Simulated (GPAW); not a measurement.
Entries from a set of simulations; values are calculated unless marked as measured.

## F (C2/c): G0W0 with GPAW, start to end

It takes space group C2/c (No. 15, monoclinic). The conventional cell has a = 5.113 Å, b = 3.168 Å, c = 6.622 Å, α = 90.00°, β = 94.87°, γ = 90.00°. Nearest to F lie 1 F at 1.41 Å.

```
method               : DFT, LDA, plane waves, PAW (and 1 further level or step)
program              : GPAW 26.7.0
settings of one run  : cutoff 600 eV, GPAW PAW setups 1.2.1 data release, 4×4×2 k-mesh, nbands 52
cost                 : 4 runs, 57 s in all on 4 MPI ranks of Arm Neoverse V2, shared host (the runs of this entry)
notes                : The cell and positions are those that the Materials Project relaxed with its own functionals (PBE, PBE+U or r2SCAN), kept fixed. Bands and cutoff are finite, so the gap is not at the basis limit. The miss can reach some tenths of an eV and take either sign; the mesh is an error of its own. The 4×4×2 mesh is coarse for this cell, which bears on the long-range parts of exchange and screening.
LDA gap              : 2.52 eV, direct
G0W0 gap on the mesh : 9.57 eV
GW settings          : 4×4×2 mesh, 42 bands, screening to 50 eV, Godby-Needs plasmon pole
known limits         : not at the basis limit; coarse k mesh
```

G0W0 moves the gap on the mesh from 2.52 eV to 9.57 eV (+7.05 eV), with Z of 0.81 and 0.83 at the edges. Only 1 of the mesh's irreducible points was corrected, so a valley elsewhere could overtake.

[Paths, hosts, dates, memory and timing lines, banners, echoed tables and standing remarks are left out of the program output.]

[Logs are printed without paths, hosts, clocks, repeated set-up lines and the standing remarks that a program may print on its own settings, such as how far it seeks lower states.]

[Runs of the session that timed out or met a known fault of the program may be left out.]

[Hosts, paths, dates, database ids (printed as entryN), source tags and the programs' standing remarks are cut or masked in the printed files.]
